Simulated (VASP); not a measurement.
# TiSe2 (P-3m1) in VASP: notebook

One crystal, TiSe2, is run at these levels: PBE, LDA, TB-mBJ; tasks: band structure.

The COD entry that gives the cell may itself be a prediction, so a difference from it is no test against experiment.

Program: VASP 6.6.1. These are calculated values, not measurements. Logs are shortened: lines on timing, memory, paths and dates and some standing lists are left out, and cuts for length are marked.

### 1 The crystal as given

The structure is trigonal, space group P-3m1 (No. 164). The conventional cell has a = 3.536 Å, b = 3.536 Å, c = 6.004 Å, α = 90.00°, β = 90.00°, γ = 120.00°. Around Ti (site symmetry -3m) lie 6 Se at 2.55 Å. Se (site symmetry 3m) has 3 Ti at 2.55 Å as nearest neighbours.

### 2 Band structure, PBE

The input, INCAR:

```
ALGO     = Normal         # electronic algorithm
EDIFF    = 1E-6           # SCF threshold, eV
ENCUT    = 520            # plane-wave cutoff, eV
GGA      = PE             # functional
ISIF     = 2              # what is computed and relaxed
ISMEAR   = 0              # smearing method
LASPH    = True           # aspherical terms in the spheres
LCHARG   = False          # write CHGCAR
LMAXMIX  = 4              # l up to which the mixer works
LREAL    = False          # projectors in reciprocal space
LWAVE    = False          # write WAVECAR
NELM     = 80             # most SCF steps
PREC     = Accurate       # precision mode
SIGMA    = 0.02           # smearing width, eV
```

The input, KPOINTS:

```
k-points
0
Gamma
  8 8 4
```

The input, POSCAR:

```
TiSe2
1.0
    3.5360000000      0.0000000000      0.0000000000
   -1.7680000000      3.0622658278      0.0000000000
    0.0000000000      0.0000000000      6.0040000000
Ti Se
1 2
Direct
    0.0000000000      0.0000000000      0.0000000000
    0.3333333333      0.6666666667      0.2552000000
    0.6666666667      0.3333333333      0.7448000000
```

The input, KPOINTS_OPT:

```
path GMKGALHA,LM,KH
20
line-mode
reciprocal
 0.0000000000  0.0000000000  0.0000000000  G
 0.5000000000  0.0000000000  0.0000000000  M

 0.5000000000  0.0000000000  0.0000000000  M
 0.3333333333  0.3333333333  0.0000000000  K

 0.3333333333  0.3333333333  0.0000000000  K
 0.0000000000  0.0000000000  0.0000000000  G

 0.0000000000  0.0000000000  0.0000000000  G
 0.0000000000  0.0000000000  0.5000000000  A

 0.0000000000  0.0000000000  0.5000000000  A
 0.5000000000  0.0000000000  0.5000000000  L

 0.5000000000  0.0000000000  0.5000000000  L
 0.3333333333  0.3333333333  0.5000000000  H

 0.3333333333  0.3333333333  0.5000000000  H
 0.0000000000  0.0000000000  0.5000000000  A

 0.5000000000  0.0000000000  0.5000000000  L
 0.5000000000  0.0000000000  0.0000000000  M

 0.3333333333  0.3333333333  0.0000000000  K
 0.3333333333  0.3333333333  0.5000000000  H
```

Potentials or basis: VASP PAW PBE potentials, release 64 (Ti_sv, Se).

Command:

```
> cat potpaw_PBE.64/Ti_sv/POTCAR potpaw_PBE.64/Se/POTCAR > POTCAR
> mpirun -np 1 vasp_std > vasp.out
```

OUTCAR:

```text
EDIFF = 1E-6
   ENCUT = 520
   GGA = PE
   ISIF = 2
   ISMEAR = 0
   LASPH = True
   LREAL = False
   NELM = 80
   PREC = Accurate

 ion  position               nearest neighbor table
   1  0.000  0.000  0.000-   2 2.55   3 2.55   3 2.55   2 2.55   3 2.55   2 2.55
   2  0.333  0.667  0.255-   1 2.55   1 2.55   1 2.55
   3  0.667  0.333  0.745-   1 2.55   1 2.55   1 2.55

  LATTYP: Found a hexagonal cell.
 ALAT       =     3.5360000000
 C/A-ratio  =     1.6979638009

  Lattice vectors:

 A1 = (   3.5360000000,   0.0000000000,   0.0000000000)
 A2 = (  -1.7680000000,   3.0622658278,   0.0000000000)
 A3 = (   0.0000000000,   0.0000000000,   6.0040000000)

Analysis of symmetry for initial positions (statically):
=====================================================================
 Subroutine PRICEL returns:
 Original cell was already a primitive cell.

 Routine SETGRP: Setting up the symmetry group for a
 hexagonal supercell.

 Subroutine GETGRP returns: Found 12 space group operations
 (whereof 12 operations were pure point group operations)
 out of a pool of 24 trial point group operations.

The static configuration has the point symmetry D_3d.

Analysis of symmetry for dynamics (positions and initial velocities):
=====================================================================
 Subroutine PRICEL returns:
 Original cell was already a primitive cell.

 Routine SETGRP: Setting up the symmetry group for a
 hexagonal supercell.

 Subroutine GETGRP returns: Found 12 space group operations
 (whereof 12 operations were pure point group operations)
 out of a pool of 24 trial point group operations.

The dynamic configuration has the point symmetry D_3d.

 Subroutine INISYM returns: Found 12 space group operations
 (whereof 12 operations are pure point group operations),
 and found     1 'primitive' translations

----------------------------------------------------------------------------------------

                                     Primitive cell

  volume of cell :      65.0123

  direct lattice vectors                    reciprocal lattice vectors
     3.536000000  0.000000000  0.000000000     0.282805430  0.163277791  0.000000000
    -1.768000000  3.062265828  0.000000000     0.000000000  0.326555582  0.000000000
     0.000000000  0.000000000  6.004000000     0.000000000  0.000000000  0.166555630

  length of vectors
     3.536000000  3.536000000  6.004000000     0.326555582  0.326555582  0.166555630

  position of ions in fractional coordinates (direct lattice)
     0.000000000  0.000000000  0.000000000
     0.333333333  0.666666667  0.255200000
     0.666666667  0.333333333  0.744800000

  ion indices of the primitive-cell ions
   primitive index   ion index
                 1           1
                 2           2
                 3           3

----------------------------------------------------------------------------------------

 KPOINTS: k-points

Automatic generation of k-mesh.
 Grid dimensions read from file:
 generate k-points for:    8    8    4

 Generating k-lattice:

  Cartesian coordinates                     Fractional coordinates (reciprocal lattice)
     0.035350679  0.020409724  0.000000000     0.125000000  0.000000000  0.000000000
     0.000000000  0.040819448  0.000000000     0.000000000  0.125000000  0.000000000
     0.000000000  0.000000000  0.041638907     0.000000000  0.000000000  0.250000000

  Length of vectors
     0.040819448  0.040819448  0.041638907

  Shift w.r.t. Gamma in fractional coordinates (k-lattice)
     0.000000000  0.000000000  0.000000000

 Subroutine IBZKPT returns following result:
 ===========================================

 Found     35 irreducible k-points:

 Following reciprocal coordinates:
            Coordinates               Weight
  0.000000  0.000000  0.000000      1.000000
  0.125000 -0.000000  0.000000      6.000000
  0.250000 -0.000000  0.000000      6.000000
  0.375000 -0.000000  0.000000      6.000000
  0.500000 -0.000000  0.000000      3.000000
  0.125000  0.125000  0.000000      6.000000
[... 16 lines left out ...]
 -0.125000  0.500000  0.250000     12.000000
  0.250000  0.250000  0.250000     12.000000
 [... further k-points ...]
   k-points           NKPTS =     35   k-points in BZ     NKDIM =     35   number of bands    NBANDS=     16
   number of dos      NEDOS =    301   number of ions     NIONS =      3
   total plane-waves  NPLWV =  37632
   dimension x,y,z NGX =    28 NGY =   28 NGZ =   48
   dimension x,y,z NGXF=    56 NGYF=   56 NGZF=   96
   ions per type =               1   2
   NGX,Y,Z   is equivalent  to a cutoff of  13.16, 13.16, 13.29 a.u.
   NGXF,Y,Z  is equivalent  to a cutoff of  26.33, 26.33, 26.58 a.u.
 SYSTEM =  unknown system
   PREC   = accura    normal or accurate (medium, high low for compatibility)
   ISTART =      0    job   : 0-new  1-cont  2-samecut
   ICHARG =      2    charge: 1-file 2-atom 10-const
   ISPIN  =      1    spin polarized calculation?
   LNONCOLLINEAR =      F non collinear calculations
   LSORBIT =      F    spin-orbit coupling
   LASPH  =      T    aspherical Exc in radial PAW
   ENCUT  =  520.0 eV  38.22 Ry    6.18 a.u.   6.57  6.57 11.16*2*pi/ulx,y,z
   NELM   =     80;   NELMIN=  2; NELMDL= -5     # of ELM steps
   EDIFF  = 0.1E-05   stopping-criterion for ELM
   LREAL  =      F    real-space projection
   EDIFFG = 0.1E-04   stopping-criterion for IOM
   NSW    =      0    number of steps for IOM
   IBRION =     -1    ionic relax: 0-MD 1-quasi-New 2-CG
   NFREE  =      0    steps in history (QN), initial steepest desc. (CG)
   ISIF   =      2    stress and relaxation
   ISYM   =      2    0-nonsym 1-usesym 2-fastsym
   POTIM  = 0.5000    time-step for ionic-motion
   TEBEG  =    0.0;   TEEND  =   0.0 temperature during run
   PSTRESS=    0.0 pullay stress
   NELECT =      24.0000    total number of electrons
   NUPDOWN=      -1.0000    fix difference up-down
   EMIN   =  10.00;   EMAX   =-10.00  energy-range for DOS
   EFERMI =   0.00;   METHOD = LEGACY
   ISMEAR =     0;   SIGMA  =   0.02  broadening in eV -4-tet -1-fermi 0-gaus
   EFERMI_NEDOS =   21; number of points for ismear=-14 and -15
   IALGO  =     38    algorithm
   IMIX   =      4    mixing-type and parameters
     AMIX     =   0.40;   BMIX     =  1.00
     AMIX_MAG =   1.60;   BMIX_MAG =  1.00
  volume/ion in A,a.u.               =      21.67       146.24
  Fermi-wavevector in a.u.,A,eV,Ry     =   1.174393  2.219280 18.765127  1.379198
  Thomas-Fermi vector in A             =   2.310790
   LORBIT       =      0    0 simple, 1 ext, 2 COOP (PROOUT), +10 PAW based schemes
   GGA     = PE    functional components
   LHFCALC =     F    Hartree Fock is set to
   AEXX    =    0.0000 exact exchange contribution
   IVDW    =     0    specifies the selected vdW correction
   LEPSILON=     F    determine dielectric tensor
   LRPA    =     F    only Hartree local field effects (RPA)
 non-spin polarized calculation
 Gauss-broadening in eV      SIGMA  =   0.02
  energy-cutoff  :      520.00
  volume of cell :       65.01
 maximum number of plane-waves:      1774
 NGX is ok and might be reduce to    28
   NGX = 13   NGY = 13   NGZ = 23

 number of electron      24.0000001 magnetization

 Free energy of the ion-electron system (eV)
  ---------------------------------------------------
  ext. energy  EPLUGINS =         0.00000000
  ---------------------------------------------------
  free energy    TOTEN  =       -18.17608651 eV

  energy without entropy =      -18.17551072  energy(sigma->0) =      -18.17579862

 E-fermi :   4.8284     XC(G=0):  -9.9986

 val. band max:        4.8274491264   @ k =   0.3750  -0.0000   0.5000
 cond. band min:       4.8291391456   @ k =   0.5000  -0.0000   0.2500
 fundamental gap:      0.0016900191
 Fermi energy:         4.8283882086

 k-point     1 :       0.0000    0.0000    0.0000
  band No.  band energies     occupation
      1     -52.7930      2.00000
      2     -29.0162      2.00000
      3     -29.0110      2.00000
      4     -29.0110      2.00000
      5      -9.1653      2.00000
      6      -7.7375      2.00000
[... 8 lines left out ...]
     15       5.4605      0.00000
     16       8.1163      0.00000

 k-point     2 :       0.1250   -0.0000    0.0000
  band No.  band energies     occupation
      1     -52.7919      2.00000
      2     -29.0240      2.00000
      3     -29.0140      2.00000
      4     -29.0134      2.00000
      5      -8.9989      2.00000
      6      -7.6820      2.00000
[... 8 lines left out ...]
     15       5.9312      0.00000
     16       7.7768      0.00000

 k-point     3 :       0.2500   -0.0000    0.0000
  band No.  band energies     occupation
      1     -52.7892      2.00000
      2     -29.0553      2.00000
      3     -29.0211      2.00000
      4     -29.0066      2.00000
      5      -8.5480      2.00000
      6      -7.5496      2.00000
[... 8 lines left out ...]
     15       6.2083      0.00000
     16       7.9518      0.00000

 k-point     4 :       0.3750   -0.0000    0.0000
  band No.  band energies     occupation
      1     -52.7866      2.00000
      2     -29.0864      2.00000
      3     -29.0281      2.00000
      4     -28.9998      2.00000
      5      -7.9754      2.00000
      6      -7.4475      2.00000
[... 8 lines left out ...]
     15       6.4863      0.00000
     16       8.1014      0.00000
[... 324 lines left out ...]
 k-point    22 :       0.3750    0.1250    0.2500
  band No.  band energies     occupation
      1     -52.7855      2.00000
      2     -29.0920      2.00000
      3     -29.0382      2.00000
      4     -28.9970      2.00000
      5      -7.5819      2.00000
      6      -7.5269      2.00000
[... 8 lines left out ...]
     15       6.4289      0.00000
     16       7.7344      0.00000

 k-point    23 :      -0.1250    0.5000    0.2500
  band No.  band energies     occupation
      1     -52.7855      2.00000
      2     -29.0920      2.00000
      3     -29.0382      2.00000
      4     -28.9970      2.00000
      5      -7.7028      2.00000
      6      -7.3940      2.00000
[... 8 lines left out ...]
     15       6.5242      0.00000
     16       7.5494      0.00000

 k-point    24 :       0.2500    0.2500    0.2500
  band No.  band energies     occupation
      1     -52.7855      2.00000
      2     -29.0821      2.00000
      3     -29.0482      2.00000
      4     -28.9970      2.00000
      5      -7.6780      2.00000
      6      -7.4347      2.00000
[... 8 lines left out ...]
     15       6.3587      0.00000
     16       7.3612      0.00000

 [... further k-points ...]

------------------------ aborting loop because EDIFF is reached ----------------------------------------

  FORCE on cell =-STRESS in cart. coord.  units (eV):
  Direction    XX          YY          ZZ          XY          YZ          ZX
  --------------------------------------------------------------------------------------
  -------------------------------------------------------------------------------------
  Total        0.4219600      0.4219600      0.8908385      0.0000000     -0.0000000      0.0000000
  in kB       10.3988673     10.3988673     21.9540033      0.0000000     -0.0000000      0.0000000
  external PRESSURE =      14.2505793 kB  Pullay stress =       0.0000000 kB

 VOLUME and BASIS-vectors are now :
 -----------------------------------------------------------------------------
  energy-cutoff  :      520.00
  volume of cell :       65.01
      direct lattice vectors                 reciprocal lattice vectors
     3.536000000  0.000000000  0.000000000     0.282805430  0.163277791  0.000000000
    -1.768000000  3.062265828  0.000000000     0.000000000  0.326555582  0.000000000
     0.000000000  0.000000000  6.004000000     0.000000000  0.000000000  0.166555630

 POSITION                                       TOTAL-FORCE (eV/Angst)
 -----------------------------------------------------------------------------------
      0.00000      0.00000      0.00000        -0.000000      0.000000      0.000000
     -0.00000      2.04151      1.53222         0.000000      0.000000      0.094962
      1.76800      1.02076      4.47178         0.000000      0.000000     -0.094962
 -----------------------------------------------------------------------------------
    total drift:                                0.000000     -0.000000     -0.000000

  FREE ENERGIE OF THE ION-ELECTRON SYSTEM (eV)
  ---------------------------------------------------
  free  energy   TOTEN  =       -18.1760865136 eV

  energy  without entropy=      -18.1755107191  energy(sigma->0) =      -18.17579862
```

Wall time 57 s (1 thread of Intel Xeon 6975P-C (Granite Rapids), shared host); peak memory 0.21 GiB.

What came out:

- Free energy: -18.1761 eV
- Pressure: 1.4 GPa
- Largest force: 0.095 eV/Å
- Band gap along the path: none (metal or under the smearing width)

Forces on the atoms (eV/Å):
```
Ti   0.000  0.000  0.000
Se   0.000  0.000  0.095
Se   0.000  0.000 -0.095
```

Stress tensor (GPa, compression positive):
```
1.04 0.00 0.00
0.00 1.04 0.00
0.00 0.00 2.20
```

Levels at the corners of the path, in eV from the Fermi level:
```
point  band 8  band 9  band 10  band 11  band 12  band 13  band 14  band 15  band 16
    Γ   -2.34   -2.34     0.14     0.44     0.44     0.44     0.44     0.63     3.29
    M   -3.80   -2.79    -2.74    -2.31    -1.42     0.08     1.33     1.72     3.18
    M   -3.80   -2.79    -2.74    -2.31    -1.42     0.08     1.33     1.72     3.18
    K   -3.98   -3.98    -2.61    -2.61    -2.41     1.09     1.61     1.61     2.55
    K   -3.98   -3.98    -2.61    -2.61    -2.41     1.09     1.61     1.61     2.55
    Γ   -2.34   -2.34     0.14     0.44     0.44     0.44     0.44     0.63     3.29
    Γ   -2.34   -2.34     0.14     0.44     0.44     0.44     0.44     0.63     3.29
    A   -2.62   -2.29    -2.29     0.22     0.22     0.43     0.43     1.20     3.61
    A   -2.62   -2.29    -2.29     0.22     0.22     0.43     0.43     1.20     3.61
    L   -4.59   -2.74    -2.52    -1.25    -1.02    -0.18     1.33     1.69     3.07
    L   -4.59   -2.74    -2.52    -1.25    -1.02    -0.18     1.33     1.69     3.07
    H   -4.31   -3.83    -3.16    -2.11    -2.11     1.09     1.24     1.24     3.38
    H   -4.31   -3.83    -3.16    -2.11    -2.11     1.09     1.24     1.24     3.38
    A   -2.62   -2.29    -2.29     0.22     0.22     0.43     0.43     1.20     3.61
    L   -4.59   -2.74    -2.52    -1.25    -1.02    -0.18     1.33     1.69     3.07
    M   -3.80   -2.79    -2.74    -2.31    -1.42     0.08     1.33     1.72     3.18
    K   -3.98   -3.98    -2.61    -2.61    -2.41     1.09     1.61     1.61     2.55
    H   -4.31   -3.83    -3.16    -2.11    -2.11     1.09     1.24     1.24     3.38
```

Caveat: this functional lacks dispersion, which binds the layers, so the pressure and a relaxed spacing across them are unreliable.

### 3 Band structure, LDA

INCAR: that of step 2 with these lines changed.

```diff
@@ -3,3 +3,2 @@
 ENCUT    = 520            # plane-wave cutoff, eV
-GGA      = PE             # functional
 ISIF     = 2              # what is computed and relaxed
```

KPOINTS is that of step 2.

POSCAR is that of step 2.

KPOINTS_OPT is that of step 2.

Potentials or basis: VASP PAW LDA potentials, release 64 (Ti_sv, Se).

Command:

```
> cat potpaw_LDA.64/Ti_sv/POTCAR potpaw_LDA.64/Se/POTCAR > POTCAR
> mpirun -np 1 vasp_std > vasp.out
```

Run time: 54 s. Hardware: 1 thread of Intel Xeon 6975P-C (Granite Rapids), shared host; peak memory 0.2 GiB.

The run converged. Its results:

| Property | Result |
| --- | --- |
| Free energy | -20.2747 eV |
| Pressure | -4.7 GPa |
| Largest force | 0.244 eV/Å |
| Band gap along the path | none (metal or under the smearing width) |

Forces on the atoms (eV/Å):
```
Ti   0.000  0.000  0.000
Se   0.000  0.000 -0.244
Se   0.000  0.000  0.244
```

Stress tensor (GPa, compression positive):
```
-5.03  0.00  0.00
 0.00 -5.03  0.00
 0.00  0.00 -3.94
```

Levels at the corners of the path, in eV from the Fermi level:
```tsv
point	band 10	band 11	band 12	band 13	band 14	band 15
Γ	0.22	0.44	0.44	0.51	0.51	0.61
M	-2.69	-2.25	-1.35	0.08	1.33	1.71
M	-2.69	-2.25	-1.35	0.08	1.33	1.71
K	-2.55	-2.55	-2.34	1.07	1.61	1.61
K	-2.55	-2.55	-2.34	1.07	1.61	1.61
Γ	0.22	0.44	0.44	0.51	0.51	0.61
Γ	0.22	0.44	0.44	0.51	0.51	0.61
A	-2.23	0.28	0.28	0.43	0.43	1.20
A	-2.23	0.28	0.28	0.43	0.43	1.20
L	-2.47	-1.17	-0.95	-0.19	1.33	1.68
L	-2.47	-1.17	-0.95	-0.19	1.33	1.68
H	-3.12	-2.04	-2.04	1.07	1.23	1.23
H	-3.12	-2.04	-2.04	1.07	1.23	1.23
A	-2.23	0.28	0.28	0.43	0.43	1.20
L	-2.47	-1.17	-0.95	-0.19	1.33	1.68
M	-2.69	-2.25	-1.35	0.08	1.33	1.71
K	-2.55	-2.55	-2.34	1.07	1.61	1.61
H	-3.12	-2.04	-2.04	1.07	1.23	1.23
```

[end of part 1 of 3]
